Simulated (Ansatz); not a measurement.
## Σ11 (113) boundary in fcc Cu with N (interstitial): structure and resistance

Wanted: what the Σ11 (113) boundary in fcc Cu with N (interstitial) costs an interconnect.

Method: Ansatz plane-wave DFT, PBE, PAW files; relaxation of a bicrystal slab with its lowest layers held; PAW set soft_1, in the first sound run; inputs show where later runs differ, in Ansatz 0.2.0.

### 1. The structure

The cell holds 37 atoms: 36 Cu and 1 N. Its edges and angles: a = 5.112 Å, b = 4.427 Å, c = 29.579 Å, α = 90.0°, β = 90.0°, γ = 73.2°. It derives from Cu. built on the (1 1 3) plane; 2 overlapping atoms removed and the grains opened by 0.05 Å. Vacuum lies along c.

### 2. Relaxing the bicrystal

The boundary is built by mirroring the lower grain in the boundary plane and removing any atoms that overlap; then the N is put in at the boundary. A thin bicrystal slab is relaxed first, with the lowest layers held and the upper grain free to shift and open.

Contents of input.yaml:

```yaml
crystal:
  lattice:
    - [5.1123254594, 0.0, 0.0]
    - [1.2780813649, 4.2389163388, 0.0]
    - [0.0, 0.0, 29.5791746534]
  atoms:
    - { symbol: Cu, position: [0.9545454546, 0.1818181818, 0.169037847] }
    - { symbol: Cu, position: [0.4545454546, 0.1818181818, 0.169037847] }
    - { symbol: Cu, position: [0.8181818182, 0.7272727273, 0.2058864563] }
    - { symbol: Cu, position: [0.3181818182, 0.7272727273, 0.2058864563] }
    - { symbol: Cu, position: [0.6818181818, 0.2727272727, 0.2427350656] }
    - { symbol: Cu, position: [0.1818181818, 0.2727272727, 0.2427350656] }
    - { symbol: Cu, position: [0.5454545455, 0.8181818182, 0.2795836749] }
    - { symbol: Cu, position: [0.0454545455, 0.8181818182, 0.2795836749] }
    - { symbol: Cu, position: [0.4090909091, 0.3636363636, 0.3164322842] }
    - { symbol: Cu, position: [0.9090909091, 0.3636363636, 0.3164322842] }
    - { symbol: Cu, position: [0.2727272727, 0.9090909091, 0.3532808935] }
    - { symbol: Cu, position: [0.7727272727, 0.9090909091, 0.3532808935] }
    - { symbol: Cu, position: [0.1363636364, 0.4545454545, 0.3901295028] }
    - { symbol: Cu, position: [0.6363636364, 0.4545454545, 0.3901295028] }
    - { symbol: Cu, position: [0.0, 0.0, 0.4269781121] }
    - { symbol: Cu, position: [0.5, 0.0, 0.4269781121] }
    - { symbol: "N", position: [0.3333333333, 0.6666666667, 0.4269781121] }
    - { symbol: Cu, position: [0.1363636364, 0.4545454545, 0.4655170999] }
    - { symbol: Cu, position: [0.6363636364, 0.4545454545, 0.4655170999] }
    - { symbol: Cu, position: [0.2727272727, 0.9090909091, 0.5023657092] }
    - { symbol: Cu, position: [0.7727272727, 0.9090909091, 0.5023657092] }
    - { symbol: Cu, position: [0.4090909091, 0.3636363636, 0.5392143185] }
    - { symbol: Cu, position: [0.9090909091, 0.3636363636, 0.5392143185] }
    - { symbol: Cu, position: [0.5454545455, 0.8181818182, 0.5760629278] }
    - { symbol: Cu, position: [0.0454545455, 0.8181818182, 0.5760629278] }
    - { symbol: Cu, position: [0.6818181818, 0.2727272727, 0.6129115371] }
    - { symbol: Cu, position: [0.1818181818, 0.2727272727, 0.6129115371] }
    - { symbol: Cu, position: [0.8181818182, 0.7272727273, 0.6497601464] }
    - { symbol: Cu, position: [0.3181818182, 0.7272727273, 0.6497601464] }
    - { symbol: Cu, position: [0.9545454546, 0.1818181818, 0.6866087557] }
    - { symbol: Cu, position: [0.4545454546, 0.1818181818, 0.6866087557] }
    - { symbol: Cu, position: [0.090909091, 0.6363636364, 0.723457365] }
    - { symbol: Cu, position: [0.590909091, 0.6363636364, 0.723457365] }
    - { symbol: Cu, position: [0.2272727273, 0.0909090909, 0.7603059743] }
    - { symbol: Cu, position: [0.7272727273, 0.0909090909, 0.7603059743] }
    - { symbol: Cu, position: [0.3636363637, 0.5454545455, 0.7971545836] }
    - { symbol: Cu, position: [0.8636363637, 0.5454545455, 0.7971545836] }
kpoints:
  mp_grid: { grid: [6, 6, 1] }
hamiltonian:
  xc: pbe
  pseudopotentials: { kind: paw, azcp: { folder: soft_1 } }
scf:
  occupations: { method: fermi_dirac, width: 0.1 }
relax:
  f_tol: 0.03
  max_steps: 80
  constraints: [{ sites: [0, 1, 2, 3, 4, 5] }]
```

Command:

```
$ ansatz run input.yaml --threads 4 --pin off --max-ram 15360MiB --backend cpu --events-out ev --progress --plain --runs-dir out
```

Numbers of over 12 decimals in the logs are rounded to 6 here.

What it wrote:

```text
Engine: ansatz 0.2.0, aarch64-unknown-linux-gnu
Pseudopotentials: kind: paw
Pseudopotential: Cu, paw, valence charge 19, recommended cutoff 420 eV (normal), soft_1/Cu.paw.azcp
Pseudopotential: N, paw, valence charge 5, recommended cutoff 420 eV (normal), soft_1/N.paw.azcp
Functional definition: PBE
  parameter kappa = 0.804
  parameter beta = 0.066725
  exchange = pbe_x(kappa = kappa, mu = beta*pi^2/3)
  correlation = pbe_c(beta = beta)
Crystal: 37 atoms, lattice volume = 641.002 Å³
Basis set: ecut = 420 eV, 12589 PW (Γ), exchange–correlation on 72×60×400 points (8 copies of the dense FFT grid, shifted against one another)
Bands: 414, of which v1, the nominal top of the filled ones, is band 345 counted from 1 (344 counted from 0)
Symmetry: 1 space group operations
Space group: P1 (ITA 1), of the structure as read, at distance tolerance 8.6e-5 Å
k-points: 20 of 36 (time reversal used)
Non-local potential: Cu, projectors of the file, l = 0: 3, l = 1: 2, l = 2: 3, l = 3: 1
Non-local potential: N, projectors of the file, l = 0: 2, l = 1: 2, l = 2: 1
PAW form: soft (Blöchl's): semilocal exchange-correlation on the pseudo side does not see the compensation charge
PAW one-centre angular grid: Cu, 590 points (default); XC on 64 Gauss nodes
PAW one-centre angular grid: N, 110 points (default); XC on 64 Gauss nodes
Initial density: superposition of atomic densities (neutral atoms: chi_scale 0, normalization atom)
Initial wavefunctions: pseudopotential atomic-orbital guess
Functional: x = pbe(κ = 0.804, μ = 0.219515), c = pbe(β = 0.066725)
SCF iter   1: F=—  HF=-238917.200431 eV  |F-HF|=—  |Δ(HF+E_count)|=         —  Δρ=2.16e-1  dr2=1.87e2  ethr=3.10e-3  ⟨swp⟩=5.9  Hψ=30436  notcnv=0  defer=293
preconditioner: auto → LDOS  [metal: Δε(μ)=0.010 eV  Ē_g=8.475 eV  σ=0.100 eV  W_gap=0.03  n_scr=220 (ndim 8)  ℏωp=29.4 eV  f_vac=0.316  D(μ)=17.13/eV (n_scr^D=110)  β→1.0]
SCF iter   2: F=—  HF=-239123.167363 eV  |F-HF|=—  |Δ(HF+E_count)|=    2.06e2  Δρ=4.45e-1  dr2=7.38e2  ethr=3.10e-3  ⟨swp⟩=4.0  Hψ=26084  notcnv=0  defer=926  recentre
SCF iter   3: F=—  HF=-238886.065132 eV  |F-HF|=—  |Δ(HF+E_count)|=    2.37e2  Δρ=5.65e-2  dr2=1.46e1  ethr=3.10e-3  ⟨swp⟩=4.0  Hψ=21949  notcnv=0  defer=998
SCF iter   4: F=—  HF=-238883.960247 eV  |F-HF|=—  |Δ(HF+E_count)|=    2.10e0  Δρ=2.55e-2  dr2=2.39e0  ethr=2.11e-3  ⟨swp⟩=2.3  Hψ=13444  notcnv=0  defer=981
SCF iter   5: F=—  HF=-238883.529365 eV  |F-HF|=—  |Δ(HF+E_count)|=   4.31e-1  Δρ=5.75e-3  dr2=1.54e-1  ethr=3.47e-4  ⟨swp⟩=2.0  Hψ=14515  notcnv=0  defer=982
SCF iter   6: F=—  HF=-238883.538153 eV  |F-HF|=—  |Δ(HF+E_count)|=   8.79e-3  Δρ=3.34e-3  dr2=4.80e-2  ethr=2.24e-5  ⟨swp⟩=2.0  Hψ=12058  notcnv=0  defer=982
SCF iter   7: F=—  HF=-238883.536094 eV  |F-HF|=—  |Δ(HF+E_count)|=   2.06e-3  Δρ=9.59e-4  dr2=5.75e-3  ethr=6.97e-6  ⟨swp⟩=2.0  Hψ=12054  notcnv=0  defer=982
SCF iter   8: F=—  HF=-238883.536436 eV  |F-HF|=—  |Δ(HF+E_count)|=   3.41e-4  Δρ=6.47e-4  dr2=2.33e-3  ethr=8.35e-7  ⟨swp⟩=2.8  Hψ=11965  notcnv=0  defer=982
SCF iter   9: F=—  HF=-238883.536193 eV  |F-HF|=—  |Δ(HF+E_count)|=   2.43e-4  Δρ=1.97e-4  dr2=4.09e-4  ethr=3.38e-7  ⟨swp⟩=2.0  Hψ=11101  notcnv=0  defer=982
SCF iter  10: F=—  HF=-238883.536211 eV  |F-HF|=—  |Δ(HF+E_count)|=   1.83e-5  Δρ=8.50e-5  dr2=9.67e-5  ethr=5.94e-8  ⟨swp⟩=2.0  Hψ=11350  notcnv=0  defer=982
SCF iter  11: F=—  HF=-238883.536240 eV  |F-HF|=—  |Δ(HF+E_count)|=   2.91e-5  Δρ=7.77e-5  dr2=3.27e-5  ethr=1.40e-8  ⟨swp⟩=2.0  Hψ=11439  notcnv=0  defer=982
SCF iter  12: F=-238883.536235 eV  HF=-238883.536239 eV  |F-HF|=4.80e-6  |Δ(HF+E_count)|=   7.54e-7  Δρ=3.29e-5  dr2=5.81e-6  ethr=3.27e-9  ⟨swp⟩=4.0  Hψ=25266  notcnv=0
SCF 1 converged in 12 iterations: F = -238883.536235 eV  dr2 = 5.81e-6
  greatest PAW one-centre occupation: 1.000 electrons in one spin orbital (limit 2), on the Cu atom at site 1 (counted from 0), in its partial waves of l = 0
relax step   1: F+E_penalty+E_count = -238883.53623464 eV  Δ(F+E_penalty+E_count) = +0.000e0 eV  max|allowed force component| = 2.355e0 eV/Å  Δτ_max = 0.0000 Å  (12 SCF iters, dr2 threshold 2.25e-5 eV, accepted)
Initial density: handed on by an earlier stage of this run
Initial wavefunctions: those handed on with the density
iter 1 solved again at ethr=1.14e-4 eV; its pass at ethr=3.10e-3 eV (dr2=7.87e-1 eV) is discarded
SCF iter   1: F=—  HF=-238884.333866 eV  |F-HF|=—  |Δ(HF+E_count)|=         —  Δρ=1.47e-2  dr2=8.12e-1  ethr=1.14e-4  ⟨swp⟩=1.6  Hψ=32225  notcnv=0  defer=987
preconditioner: auto → LDOS  [metal: Δε(μ)=0.016 eV  Ē_g=9.213 eV  σ=0.100 eV  W_gap=0.04  n_scr=220 (ndim 8)  ℏωp=29.4 eV  f_vac=0.311  D(μ)=11.88/eV (n_scr^D=78)  β→1.0]
SCF iter   2: F=—  HF=-238884.195050 eV  |F-HF|=—  |Δ(HF+E_count)|=   1.39e-1  Δρ=1.31e-2  dr2=7.20e-1  ethr=1.14e-4  ⟨swp⟩=2.3  Hψ=13854  notcnv=0  defer=987
SCF iter   3: F=—  HF=-238884.191594 eV  |F-HF|=—  |Δ(HF+E_count)|=   3.46e-3  Δρ=1.40e-2  dr2=7.54e-1  ethr=1.05e-4  ⟨swp⟩=2.2  Hψ=15196  notcnv=0  defer=992
SCF iter   4: F=—  HF=-238884.063801 eV  |F-HF|=—  |Δ(HF+E_count)|=   1.28e-1  Δρ=5.72e-3  dr2=1.18e-1  ethr=1.05e-4  ⟨swp⟩=1.6  Hψ=10041  notcnv=0  defer=991
SCF iter   5: F=—  HF=-238884.037563 eV  |F-HF|=—  |Δ(HF+E_count)|=   2.62e-2  Δρ=1.32e-3  dr2=6.11e-3  ethr=1.71e-5  ⟨swp⟩=2.0  Hψ=11036  notcnv=0  defer=991
SCF iter   6: F=—  HF=-238884.035476 eV  |F-HF|=—  |Δ(HF+E_count)|=   2.09e-3  Δρ=1.53e-4  dr2=6.01e-4  ethr=8.87e-7  ⟨swp⟩=2.5  Hψ=13516  notcnv=0  defer=991
SCF iter   7: F=—  HF=-238884.035562 eV  |F-HF|=—  |Δ(HF+E_count)|=   8.63e-5  Δρ=1.88e-4  dr2=3.95e-4  ethr=8.72e-8  ⟨swp⟩=2.0  Hψ=11175  notcnv=0  defer=988
SCF iter   8: F=—  HF=-238884.035550 eV  |F-HF|=—  |Δ(HF+E_count)|=   1.29e-5  Δρ=9.87e-5  dr2=1.24e-4  ethr=5.73e-8  ⟨swp⟩=2.0  Hψ=10198  notcnv=0  defer=988
SCF iter   9: F=-238884.035538 eV  HF=-238884.035542 eV  |F-HF|=4.02e-6  |Δ(HF+E_count)|=   7.66e-6  Δρ=2.50e-5  dr2=9.03e-6  ethr=1.45e-8  ⟨swp⟩=3.0  Hψ=26380  notcnv=0
SCF 2 converged in 9 iterations: F = -238884.035538 eV  dr2 = 9.03e-6
relax step   2: F+E_penalty+E_count = -238884.03553784 eV  Δ(F+E_penalty+E_count) = -4.993e-1 eV  max|allowed force component| = 1.446e0 eV/Å  Δτ_max = 0.1131 Å  (9 SCF iters, dr2 threshold 1.00e-4 eV, accepted)
iter 1 solved again at ethr=5.55e-4 eV; its pass at ethr=3.10e-3 eV (dr2=3.83e0 eV) is discarded
SCF iter   1: F=—  HF=-238885.407141 eV  |F-HF|=—  |Δ(HF+E_count)|=         —  Δρ=2.92e-2  dr2=3.79e0  ethr=5.55e-4  ⟨swp⟩=1.9  Hψ=29977  notcnv=0  defer=853
[...]
SCF iter   1: F=—  HF=-238884.524402 eV  |F-HF|=—  |Δ(HF+E_count)|=         —  Δρ=5.96e-3  dr2=1.35e-1  ethr=1.86e-4  ⟨swp⟩=4.1  Hψ=17000  notcnv=0  defer=984
preconditioner: auto → LDOS  [metal: Δε(μ)=0.018 eV  Ē_g=9.152 eV  σ=0.100 eV  W_gap=0.05  n_scr=220 (ndim 8)  ℏωp=29.4 eV  f_vac=0.302  D(μ)=12.01/eV (n_scr^D=78)  β→1.0]
SCF iter   2: F=—  HF=-238884.485687 eV  |F-HF|=—  |Δ(HF+E_count)|=   3.87e-2  Δρ=3.35e-3  dr2=9.55e-2  ethr=1.95e-5  ⟨swp⟩=2.0  Hψ=15853  notcnv=0  defer=983
SCF iter   3: F=—  HF=-238884.483604 eV  |F-HF|=—  |Δ(HF+E_count)|=   2.08e-3  Δρ=3.92e-3  dr2=6.51e-2  ethr=1.39e-5  ⟨swp⟩=2.0  Hψ=13583  notcnv=0  defer=983
SCF iter   4: F=—  HF=-238884.472613 eV  |F-HF|=—  |Δ(HF+E_count)|=   1.10e-2  Δρ=3.18e-4  dr2=3.49e-3  ethr=9.45e-6  ⟨swp⟩=2.0  Hψ=13559  notcnv=0  defer=983
SCF iter   5: F=—  HF=-238884.473021 eV  |F-HF|=—  |Δ(HF+E_count)|=   4.07e-4  Δρ=7.80e-4  dr2=2.30e-3  ethr=5.06e-7  ⟨swp⟩=3.0  Hψ=14237  notcnv=0  defer=983
SCF iter   6: F=—  HF=-238884.472605 eV  |F-HF|=—  |Δ(HF+E_count)|=   4.16e-4  Δρ=6.24e-5  dr2=3.36e-5  ethr=3.34e-7  ⟨swp⟩=2.0  Hψ=13611  notcnv=0  defer=983
SCF iter   7: F=—  HF=-238884.472176 eV  |F-HF|=—  |Δ(HF+E_count)|=   4.29e-4  Δρ=3.46e-5  dr2=6.85e-6  ethr=4.87e-9  ⟨swp⟩=2.3  Hψ=14173  notcnv=0  defer=983
SCF iter   8: F=—  HF=-238884.472179 eV  |F-HF|=—  |Δ(HF+E_count)|=   3.26e-6  Δρ=2.41e-5  dr2=4.01e-6  ethr=9.94e-10  ⟨swp⟩=2.0  Hψ=13772  notcnv=0  defer=983
SCF iter   9: F=—  HF=-238884.472179 eV  |F-HF|=—  |Δ(HF+E_count)|=   8.50e-8  Δρ=7.91e-6  dr2=7.10e-7  ethr=5.82e-10  ⟨swp⟩=2.0  Hψ=10983  notcnv=0  defer=983
SCF iter  10: F=—  HF=-238884.472179 eV  |F-HF|=—  |Δ(HF+E_count)|=   8.58e-8  Δρ=3.56e-6  dr2=1.00e-7  ethr=1.03e-10  ⟨swp⟩=2.0  Hψ=11821  notcnv=0  defer=983
SCF iter  11: F=-238884.472179 eV  HF=-238884.472179 eV  |F-HF|=2.84e-8  |Δ(HF+E_count)|=   5.84e-8  Δρ=1.69e-6  dr2=2.45e-8  ethr=1.45e-11  ⟨swp⟩=3.9  Hψ=23005  notcnv=0
SCF 5 converged in 11 iterations: F = -238884.472179 eV  dr2 = 2.45e-8
relax step   5: F+E_penalty+E_count = -238884.47217902 eV  Δ(F+E_penalty+E_count) = -4.636e-3 eV  max|allowed force component| = 2.845e-2 eV/Å  Δτ_max = 0.0466 Å  (11 SCF iters, accepted)
SCF converged after 11 iterations
Free energy (F): -238884.472179 eV
Harris-Foulkes:  -238884.472179 eV  (|F-HF|=2.84e-8)
Internal energy: -238884.076416 eV  (E = F + TS)
E sigma→0 (E₀):  -238884.274298 eV
Entropy (-TS):   -0.395763 eV (-10.696 meV/atom)
Fermi energy:    9.554243 eV
--- Per-component energies (eV) ---
  E_band       = -17813.024631
  E_kinetic    = 9533.703426
  E_local      = -1160951.872418  (includes V_loc(G=0)·N_el)
  E_nonlocal   = 32109.275491
  E_hartree    = 565756.978887
  E_xc         = -2529.108643
  E_vxc        = -3263.284599  (∫ρ·V_xc dr)
  E_paw        = -65492.042724  (= ΣΔE_a)
  E_vpaw       = -26754.896945  (= ΣTr[D̂ρ^β])
  E_aug_tail   = 0.035948  (compensation charges beyond the density's cutoff)
  E_ewald      = 382688.953618
  E_smearing   = -0.395763  (= −TS)
  E_closure    = -0.000000  (closes the sum)
  Σ components = -238884.472179   (vs F -238884.472179, Δ=0.00e0)
--- Forces (eV/Å), atoms counted from 1 ---
  atom   1  Cu    -0.00205688    -0.01257079     0.40762973
  atom   2  Cu     0.00223485    -0.01457336     0.42472109
  atom   3  Cu    -0.00188596     0.02604928    -0.21654160
  atom   4  Cu     0.00302722     0.03138956    -0.23578753
  atom   5  Cu     0.01883917     0.00360092    -0.20203477
  atom   6  Cu    -0.02163953    -0.01473893    -0.21103343
  atom   7  Cu     0.00357902    -0.00110549     0.00022388
  atom   8  Cu    -0.00541018    -0.00163196     0.00381190
  atom   9  Cu    -0.00202786    -0.00539745     0.00556398
  atom  10  Cu     0.00322226    -0.00807650     0.00287216
  atom  11  Cu     0.00193814     0.00883553    -0.01374525
  atom  12  Cu     0.00144863     0.00221202    -0.02844654
  atom  13  Cu    -0.00533192     0.00422614     0.00016968
  atom  14  Cu     0.00300399    -0.00486193     0.00564409
  atom  15  Cu    -0.00443486    -0.00744002     0.00190684
  atom  16  Cu    -0.00175418     0.01128265     0.00448796
  atom  17  N      0.00439006    -0.01565545     0.00444611
  atom  18  Cu    -0.01088202    -0.00337077     0.01972384
  atom  19  Cu     0.01076240    -0.00097201     0.00665242
  atom  20  Cu     0.00186192     0.01278880    -0.00207544
  atom  21  Cu    -0.00055677    -0.00204973     0.00365445
  atom  22  Cu    -0.00167673    -0.00039525    -0.00298789
  atom  23  Cu     0.00383491     0.00065873    -0.00393017
  atom  24  Cu    -0.00142315    -0.00085208     0.00207698
  atom  25  Cu    -0.00065510     0.00224134     0.00144893
  atom  26  Cu     0.00080082    -0.00187240     0.00125658
  atom  27  Cu    -0.00002005    -0.00195529     0.00321970
  atom  28  Cu     0.00082759    -0.00171022     0.00042311
  atom  29  Cu    -0.00085646    -0.00057452     0.00133065
  atom  30  Cu    -0.00036336    -0.00123301     0.00704972
  atom  31  Cu     0.00071401    -0.00025601     0.00411010
  atom  32  Cu     0.00050587    -0.00179265     0.00162739
  atom  33  Cu    -0.00027940    -0.00062171     0.00065470
  atom  34  Cu     0.00143729     0.00091414    -0.00578629
  atom  35  Cu    -0.00134895     0.00016175    -0.00376538
  atom  36  Cu    -0.00130601    -0.00082756     0.00623226
  atom  37  Cu     0.00149406     0.00007916     0.00563574
  max |Σ_I F_I| component: 4.40e-4 eV/Å
--- Relaxed structure (5 steps of the walk, 5 accepted, 0 SCFs on fresh bases) ---
  F+E_penalty+E_count = -238884.47217902 eV   max|allowed force component| = 2.845e-2 eV/Å
  atoms:
    - { symbol: Cu, position: [0.954545, 0.1818181818, 0.169038] }
    - { symbol: Cu, position: [0.4545454546, 0.1818181818, 0.169038] }
    - { symbol: Cu, position: [0.8181818182, 0.727273, 0.205886] }
    - { symbol: Cu, position: [0.3181818182, 0.727273, 0.205886] }
    - { symbol: Cu, position: [0.681818, 0.2727272727, 0.242735] }
    - { symbol: Cu, position: [0.1818181818, 0.2727272727, 0.242735] }
    - { symbol: Cu, position: [0.546869, 0.814539, 0.280635] }
    - { symbol: Cu, position: [0.045876, 0.815094, 0.280369] }
    - { symbol: Cu, position: [0.410240, 0.357661, 0.316289] }
    - { symbol: Cu, position: [0.910507, 0.357723, 0.317057] }
    - { symbol: Cu, position: [0.274705, 0.903602, 0.354171] }
    - { symbol: Cu, position: [0.774382, 0.903494, 0.355370] }
    - { symbol: Cu, position: [0.134958, 0.438437, 0.389983] }
    - { symbol: Cu, position: [0.644706, 0.435899, 0.390363] }
    - { symbol: Cu, position: [-0.00540678, -9.090447696905907e-5, 0.434432] }
    - { symbol: Cu, position: [0.514311, -0.015762, 0.434488] }
    - { symbol: N, position: [0.334553, 0.645241, 0.432908] }
    - { symbol: Cu, position: [0.134532, 0.445159, 0.477356] }
    - { symbol: Cu, position: [0.643155, 0.439484, 0.476933] }
    - { symbol: Cu, position: [0.273720, 0.910896, 0.514583] }
    - { symbol: Cu, position: [0.773528, 0.908427, 0.513273] }
    - { symbol: Cu, position: [0.408833, 0.365477, 0.551382] }
    - { symbol: Cu, position: [0.909043, 0.364707, 0.550474] }
    - { symbol: Cu, position: [0.545702, 0.820810, 0.588084] }
    - { symbol: Cu, position: [0.044848, 0.820612, 0.588315] }
    - { symbol: Cu, position: [0.681914, 0.276475, 0.625154] }
    - { symbol: Cu, position: [0.181051, 0.276031, 0.625213] }
    - { symbol: Cu, position: [0.817625, 0.732096, 0.662351] }
    - { symbol: Cu, position: [0.317857, 0.731983, 0.662446] }
    - { symbol: Cu, position: [0.953752, 0.188275, 0.699480] }
    - { symbol: Cu, position: [0.453918, 0.188269, 0.699378] }
    - { symbol: Cu, position: [0.089134, 0.647780, 0.736289] }
    - { symbol: Cu, position: [0.589224, 0.647652, 0.736296] }
    - { symbol: Cu, position: [0.226727, 0.097446, 0.774959] }
    - { symbol: Cu, position: [0.726706, 0.097379, 0.775001] }
    - { symbol: Cu, position: [0.362995, 0.552440, 0.807050] }
    - { symbol: Cu, position: [0.863036, 0.552190, 0.807062] }
```

Wall time 28 min (4 threads of Arm Neoverse V1, shared host); peak memory 6.6 GiB; 1.9 h of CPU time.

This run has no spin polarisation although its electron count is odd.

The steps of the relaxation:

```tsv
step	energy less that of the first step (eV)	largest force component (eV/Å)
1	0.0000	2.3547
2	-0.4993	1.4459
3	-0.8839	0.2721
4	-0.9313	0.0600
5	-0.9359	0.0284
```

The atoms that moved most (Å):

```tsv
atom	dx	dy	dz	length
Cu35	0.005	0.027	0.435	0.436
Cu34	0.006	0.028	0.433	0.434
Cu33	0.006	0.048	0.380	0.383
Cu32	0.006	0.048	0.380	0.383
Cu30	0.004	0.027	0.381	0.382
Cu31	0.005	0.027	0.378	0.379
Cu29	0.004	0.020	0.375	0.376
Cu28	0.003	0.020	0.372	0.373
```

This step gave:

- free energy: -238884.4722 eV
- energy at zero smearing: -238884.2743 eV
- Fermi energy: 9.554 eV

The largest force component on a free atom ends at 0.028 eV/Å, under the tolerance of 0.03, after 5 steps.

(Continued in part 2 of 2.)

[Logs are printed without paths, hosts, clocks, repeated set-up lines and the standing remarks that a program may print on its own settings, such as how far it seeks lower states.]

[Hosts, paths, dates, database ids (printed as entryN), source tags and the programs' standing remarks are cut or masked in the printed files.]
